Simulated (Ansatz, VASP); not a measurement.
B in VASP and in Ansatz

File INCAR:

```
PREC = Accurate
ENCUT = 600
EDIFF = 1E-7
ISMEAR = -1
SIGMA = 0.1
LREAL = False
LASPH = True
NELM = 80
ALGO = Normal
ISIF = 3
LWAVE = False
LCHARG = False
GGA = RE
IBRION = 2
NSW = 80
EDIFFG = -0.01
```

Contents of KPOINTS:

```
Automatic mesh
0
Gamma
  7 7 7
```

POSCAR

```
B
1.0
    3.7428346132      0.0000000000      0.0000000000
    0.0000000000      3.7428346132      0.0000000000
    0.0000000000      0.0000000000      3.7428346132
B
8
Direct
    0.0000000000      0.0000000000      0.0000000000
    0.5000000000      0.5000000000      0.5000000000
    0.2500000000      0.0000000000      0.5000000000
    0.7500000000      0.0000000000      0.5000000000
    0.5000000000      0.2500000000      0.0000000000
    0.5000000000      0.7500000000      0.0000000000
    0.0000000000      0.5000000000      0.2500000000
    0.0000000000      0.5000000000      0.7500000000
```

Input for Ansatz:

```yaml
crystal:
  lattice:
    - [3.7428346132, 0.0, 0.0]
    - [0.0, 3.7428346132, 0.0]
    - [0.0, 0.0, 3.7428346132]
  atoms:
    - { symbol: B, position: [0.0, 0.0, 0.0] }
    - { symbol: B, position: [0.5, 0.5, 0.5] }
    - { symbol: B, position: [0.25, 0.0, 0.5] }
    - { symbol: B, position: [0.75, 0.0, 0.5] }
    - { symbol: B, position: [0.5, 0.25, 0.0] }
    - { symbol: B, position: [0.5, 0.75, 0.0] }
    - { symbol: B, position: [0.0, 0.5, 0.25] }
    - { symbol: B, position: [0.0, 0.5, 0.75] }
hamiltonian:
  xc: revpbe
  pseudopotentials:
    kind: paw
    azcp:
      B: "pseudopotentials/B.paw.azcp"
basis:
  ecutwfc: 420
  fft_grid_basis: typed
kpoints:
  mp_grid: { grid: [7, 7, 7], shift: [0, 0, 0] }
magnetization:
  spin_polarized: false
scf:
  occupations: { method: fermi_dirac, width: 0.1 }
relax:
  max_steps: 60
  f_tol: 0.01
  cell: {}
```

The cell was built by a generator and needn't be a form met in nature.

Alike in both runs: task relaxation of cell and atoms; functional revPBE; k mesh 7 × 7 × 7; occupations fermi-dirac, width 0.1 eV; no spin polarisation.

```csv
,VASP,Ansatz
version,VASP 6.6.1,Ansatz 0.2.0
potentials or method,"VASP PAW PBE potentials, release 64 (B)","plane waves (420 eV) with PAW, scalar-relativistic"
plane-wave cutoff (eV),600,420
valence electrons in the cell,24,24
```

VASP gave:

| Property | Result |
| --- | --- |
| relaxed volume (Å³/atom) | 6.22 |
| relaxed cell length with the largest relative difference (Å) | 3.679 |
| energy change over the relaxation (meV/atom) | -12 |

Task: Which values does Ansatz return?

Result: Relaxed volume (Å³/atom): 6.23; relaxed cell length with the largest relative difference (Å): 3.680; energy change over the relaxation (meV/atom): -11.

Caveats: the PAW data sets were made with another functional, which shifts forces and pressure a little (VASP).
